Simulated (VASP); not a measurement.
# Mo (Im-3m) in VASP: settings compared

Aim: see how the results for Mo move with the level of theory and the settings. Levels: PBE, PBEsol. Tasks: equation of state.

All numbers are computed with VASP 6.6.1; they aren't measurements. Logs are shortened: lines on timing, memory, paths and dates and some standing lists are left out, and cuts for length are marked.

## Step 1: The structure

The structure is cubic, space group Im-3m (No. 229). The conventional cell has a = 3.168 Å, b = 3.168 Å, c = 3.168 Å, α = 90.00°, β = 90.00°, γ = 90.00°. Mo (site symmetry m-3m) is surrounded by 8 Mo at 2.74 Å.

## Step 2: Equation of state, PBE, 14.94 Å³/atom (volume scaled by 0.94)

Contents of INCAR:

```
PREC = Accurate ; ENCUT = 520
EDIFF = 1E-7 ; ISMEAR = -1
SIGMA = 0.05 ; LREAL = F
LASPH = T ; NELM = 100
ALGO = Normal ; ISIF = 2
LWAVE = F ; LCHARG = F
GGA = PE ; NBANDS = 13
```

Contents of KPOINTS:

```
regular mesh
0
Gamma
  12 12 12
```

Contents of POSCAR:

```
Mo
1.0
   -1.5514772677      1.5514772677      1.5514772677
    1.5514772677     -1.5514772677      1.5514772677
    1.5514772677      1.5514772677     -1.5514772677
Mo
1
Direct
    0.0000000000      0.0000000000      0.0000000000
```

Potentials or basis: VASP PAW PBE potentials, release 64 (Mo_sv).

Started as:

```sh
$ cat potpaw_PBE.64/Mo_sv/POTCAR > POTCAR
$ mpirun -np 1 vasp_std > vasp.out
```

OUTCAR:

```text
PREC = Accurate
   ENCUT = 520
   EDIFF = 1E-7
   ISMEAR = -1
   LREAL = F
   LASPH = T
   NELM = 100
   ISIF = 2
   GGA = PE

 ion  position               nearest neighbor table
   1  0.000  0.000  0.000-

  LATTYP: Found a body centered cubic cell.
 ALAT       =     3.1029545354

  Lattice vectors:

 A1 = (  -1.5514772677,   1.5514772677,   1.5514772677)
 A2 = (   1.5514772677,  -1.5514772677,   1.5514772677)
 A3 = (   1.5514772677,   1.5514772677,  -1.5514772677)

Analysis of symmetry for initial positions (statically):
=====================================================================
 Subroutine PRICEL returns:
 Original cell was already a primitive cell.

 Routine SETGRP: Setting up the symmetry group for a
 body centered cubic supercell.

 Subroutine GETGRP returns: Found 48 space group operations
 (whereof 48 operations were pure point group operations)
 out of a pool of 48 trial point group operations.

The static configuration has the point symmetry O_h .

Analysis of symmetry for dynamics (positions and initial velocities):
=====================================================================
 Subroutine PRICEL returns:
 Original cell was already a primitive cell.

 Routine SETGRP: Setting up the symmetry group for a
 body centered cubic supercell.

 Subroutine GETGRP returns: Found 48 space group operations
 (whereof 48 operations were pure point group operations)
 out of a pool of 48 trial point group operations.

The dynamic configuration has the point symmetry O_h .

 Subroutine INISYM returns: Found 48 space group operations
 (whereof 48 operations are pure point group operations),
 and found     1 'primitive' translations

----------------------------------------------------------------------------------------

                                     Primitive cell

  volume of cell :      14.9381

  direct lattice vectors                    reciprocal lattice vectors
    -1.551477268  1.551477268  1.551477268     0.000000000  0.322273494  0.322273494
     1.551477268 -1.551477268  1.551477268     0.322273494  0.000000000  0.322273494
     1.551477268  1.551477268 -1.551477268     0.322273494  0.322273494  0.000000000

  length of vectors
     2.687237454  2.687237454  2.687237454     0.455763546  0.455763546  0.455763546

  position of ions in fractional coordinates (direct lattice)
     0.000000000  0.000000000  0.000000000

  ion indices of the primitive-cell ions
   primitive index   ion index
                 1           1

----------------------------------------------------------------------------------------

 KPOINTS: regular mesh

Automatic generation of k-mesh.
 Grid dimensions read from file:
 generate k-points for:   12   12   12

 Generating k-lattice:

  Cartesian coordinates                     Fractional coordinates (reciprocal lattice)
     0.000000000  0.026856125  0.026856125     0.083333333  0.000000000  0.000000000
     0.026856125  0.000000000  0.026856125     0.000000000  0.083333333  0.000000000
     0.026856125  0.026856125  0.000000000     0.000000000  0.000000000  0.083333333

  Length of vectors
     0.037980296  0.037980296  0.037980296

  Shift w.r.t. Gamma in fractional coordinates (k-lattice)
     0.000000000  0.000000000  0.000000000

 Subroutine IBZKPT returns following result:
 ===========================================

 Found     72 irreducible k-points:

 Following reciprocal coordinates:
            Coordinates               Weight
  0.000000  0.000000  0.000000      1.000000
  0.083333  0.000000  0.000000     12.000000
  0.166667  0.000000  0.000000     12.000000
  0.250000  0.000000  0.000000     12.000000
  0.333333  0.000000  0.000000     12.000000
  0.416667  0.000000  0.000000     12.000000
[... 42 lines left out ...]
 -0.250000  0.250000  0.166667     24.000000
 -0.333333  0.333333  0.166667     24.000000
 [... further k-points ...]
   k-points           NKPTS =     72   k-points in BZ     NKDIM =     72   number of bands    NBANDS=     13
   number of dos      NEDOS =    301   number of ions     NIONS =      1
   total plane-waves  NPLWV =   8000
   dimension x,y,z NGX =    20 NGY =   20 NGZ =   20
   dimension x,y,z NGXF=    40 NGYF=   40 NGZF=   40
   ions per type =               1
   NGX,Y,Z   is equivalent  to a cutoff of  12.37, 12.37, 12.37 a.u.
   NGXF,Y,Z  is equivalent  to a cutoff of  24.75, 24.75, 24.75 a.u.
 SYSTEM =  unknown system
   PREC   = accura    normal or accurate (medium, high low for compatibility)
   ISTART =      0    job   : 0-new  1-cont  2-samecut
   ICHARG =      2    charge: 1-file 2-atom 10-const
   ISPIN  =      1    spin polarized calculation?
   LNONCOLLINEAR =      F non collinear calculations
   LSORBIT =      F    spin-orbit coupling
   LASPH  =      T    aspherical Exc in radial PAW
   ENCUT  =  520.0 eV  38.22 Ry    6.18 a.u.   5.00  5.00  5.00*2*pi/ulx,y,z
   NELM   =    100;   NELMIN=  2; NELMDL= -5     # of ELM steps
   EDIFF  = 0.1E-06   stopping-criterion for ELM
   LREAL  =      F    real-space projection
   EDIFFG = 0.1E-05   stopping-criterion for IOM
   NSW    =      0    number of steps for IOM
   IBRION =     -1    ionic relax: 0-MD 1-quasi-New 2-CG
   NFREE  =      0    steps in history (QN), initial steepest desc. (CG)
   ISIF   =      2    stress and relaxation
   ISYM   =      2    0-nonsym 1-usesym 2-fastsym
   POTIM  = 0.5000    time-step for ionic-motion
   TEBEG  =    0.0;   TEEND  =   0.0 temperature during run
   PSTRESS=    0.0 pullay stress
   NELECT =      14.0000    total number of electrons
   NUPDOWN=      -1.0000    fix difference up-down
   EMIN   =  10.00;   EMAX   =-10.00  energy-range for DOS
   EFERMI =   0.00;   METHOD = LEGACY
   ISMEAR =    -1;   SIGMA  =   0.05  broadening in eV -4-tet -1-fermi 0-gaus
   EFERMI_NEDOS =   21; number of points for ismear=-14 and -15
   IALGO  =     38    algorithm
   IMIX   =      4    mixing-type and parameters
     AMIX     =   0.40;   BMIX     =  1.00
     AMIX_MAG =   1.60;   BMIX_MAG =  1.00
  volume/ion in A,a.u.               =      14.94       100.81
  Fermi-wavevector in a.u.,A,eV,Ry     =   1.602085  3.027501 34.921732  2.566675
  Thomas-Fermi vector in A             =   2.698961
   LORBIT       =      0    0 simple, 1 ext, 2 COOP (PROOUT), +10 PAW based schemes
   GGA     = PE    functional components
   LHFCALC =     F    Hartree Fock is set to
   AEXX    =    0.0000 exact exchange contribution
   IVDW    =     0    specifies the selected vdW correction
   LEPSILON=     F    determine dielectric tensor
   LRPA    =     F    only Hartree local field effects (RPA)
 non-spin polarized calculation
  energy-cutoff  :      520.00
  volume of cell :       14.94
 maximum number of plane-waves:       420
   NGX =  9   NGY =  9   NGZ =  9

 number of electron      13.9999997 magnetization

 Free energy of the ion-electron system (eV)
  ---------------------------------------------------
  ext. energy  EPLUGINS =         0.00000000
  ---------------------------------------------------
  free energy    TOTEN  =       -10.90780869 eV

  energy without entropy =      -10.90570894  energy(sigma->0) =      -10.90675881

 E-fermi :  13.2828     XC(G=0): -13.6488

 val. band max:       13.1848789378   @ k =  -0.1667   0.2500   0.0833
 cond. band min:      13.3358671229   @ k =  -0.3333   0.3333   0.2500
 fundamental gap:      0.1509881852
 Fermi energy:        13.2828332752

 k-point     1 :       0.0000    0.0000    0.0000
  band No.  band energies     occupation
      1     -47.9562      2.00000
      2     -21.1093      2.00000
      3     -21.1093      2.00000
      4     -21.1093      2.00000
      5       5.9592      2.00000
      6      11.8827      2.00000
      7      11.8827      2.00000
      8      11.8827      2.00000
      9      15.0801      0.00000
     10      15.0801      0.00000
     11      28.2347      0.00000
     12      28.2347      0.00000
     13      28.2347      0.00000

 k-point     2 :       0.0833    0.0000    0.0000
  band No.  band energies     occupation
      1     -47.9355      2.00000
      2     -21.2256      2.00000
      3     -21.1449      2.00000
      4     -21.1103      2.00000
      5       6.2792      2.00000
      6      11.6994      2.00000
      7      11.8476      2.00000
      8      12.1883      2.00000
      9      14.8196      0.00000
     10      15.0847      0.00000
     11      28.4752      0.00000
     12      28.7787      0.00000
     13      28.8862      0.00000

 k-point     3 :       0.1667    0.0000    0.0000
  band No.  band energies     occupation
      1     -47.8785      2.00000
      2     -21.5364      2.00000
      3     -21.2409      2.00000
      4     -21.1131      2.00000
      5       7.1126      2.00000
      6      11.2357      2.00000
      7      11.6915      2.00000
      8      13.0764      1.96828
      9      14.4632      0.00000
     10      15.1253      0.00000
     11      28.8433      0.00000
     12      30.1101      0.00000
     13      30.3130      0.00000
[... 561 lines left out ...]
 k-point    39 :       0.5000    0.5000    0.0833
  band No.  band energies     occupation
      1     -47.6238      2.00000
      2     -22.6902      2.00000
      3     -21.6610      2.00000
      4     -21.2025      2.00000
      5       7.9788      2.00000
      6      10.0403      2.00000
      7      13.3384      0.49498
      8      14.5906      0.00000
      9      17.6721      0.00000
     10      18.3481      0.00000
     11      25.4968      0.00000
     12      26.4352      0.00000
     13      30.7905      0.00000

 k-point    40 :      -0.4167    0.5000    0.0833
  band No.  band energies     occupation
      1     -47.6113      2.00000
      2     -22.6039      2.00000
      3     -21.7448      2.00000
      4     -21.2861      2.00000
      5       8.4210      2.00000
      6      10.3771      2.00000
      7      12.2170      2.00000
      8      14.2837      0.00000
      9      17.2354      0.00000
     10      19.4743      0.00000
     11      25.4545      0.00000
     12      27.4867      0.00000
     13      30.5150      0.00000

 [... further k-points ...]

------------------------ aborting loop because EDIFF is reached ----------------------------------------

  FORCE on cell =-STRESS in cart. coord.  units (eV):
  Direction    XX          YY          ZZ          XY          YZ          ZX
  --------------------------------------------------------------------------------------
  -------------------------------------------------------------------------------------
  Total        1.5637972      1.5637972      1.5637972      0.0000000      0.0000000      0.0000000
  in kB      167.7238313    167.7238313    167.7238313      0.0000000      0.0000000      0.0000000
  external PRESSURE =     167.7238313 kB  Pullay stress =       0.0000000 kB

 VOLUME and BASIS-vectors are now :
 -----------------------------------------------------------------------------
  energy-cutoff  :      520.00
  volume of cell :       14.94
      direct lattice vectors                 reciprocal lattice vectors
    -1.551477268  1.551477268  1.551477268     0.000000000  0.322273494  0.322273494
     1.551477268 -1.551477268  1.551477268     0.322273494  0.000000000  0.322273494
     1.551477268  1.551477268 -1.551477268     0.322273494  0.322273494  0.000000000

 POSITION                                       TOTAL-FORCE (eV/Angst)
 -----------------------------------------------------------------------------------
      0.00000      0.00000      0.00000         0.000000      0.000000      0.000000
 -----------------------------------------------------------------------------------
    total drift:                                0.000000     -0.000000      0.000000

  FREE ENERGIE OF THE ION-ELECTRON SYSTEM (eV)
  ---------------------------------------------------
  free  energy   TOTEN  =       -10.9078086853 eV

  energy  without entropy=      -10.9057089408  energy(sigma->0) =      -10.90675881
```

It took 8.4 s on 1 thread of Intel Xeon Platinum 8559C (Emerald Rapids), shared host; peak memory 0.13 GiB.

What came out:

- Free energy: -10.9078 eV
- Pressure: 16.8 GPa
- Band gap on the k mesh: none (metal or under the smearing width)

(Part 1 of 2 ends here.)
